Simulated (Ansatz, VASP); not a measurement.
**Two plane-wave programs on HgTe (Coloradoite)**

```
Hg Te
1.0
     0.00000    3.21450    3.21450
     3.21450    0.00000    3.21450
     3.21450    3.21450    0.00000
Hg Te
1 1
Direct
  0.00000 0.00000 0.00000
  0.75000 0.75000 0.75000
```

Alike in both runs: task single point; functional PBE; k mesh 7 × 7 × 7; occupations gaussian, width 0.014 eV; no spin polarisation.

|  | VASP | Ansatz |
| --- | --- | --- |
| version | VASP 6.6.1 | Ansatz 0.2.0 |
| potentials or method | VASP PAW PBE potentials, release 64 (Hg, Te) | Ansatz PAW |
| plane-wave cutoff (eV) | 520 | 420 |
| valence electrons in the cell | 18 | 36 |

```csv
,VASP,Ansatz,Ansatz less VASP
gap on the k mesh at the Fermi level (eV),none,none,-
pressure (GPa),4.6,4.6,-0.08
```

A gap of «none» marks a metal or a gap that the smearing closes. The two sets of potentials don't hold the same shells in valence.

The runs have no spin-orbit coupling, so splittings on Hg, Te are missing.
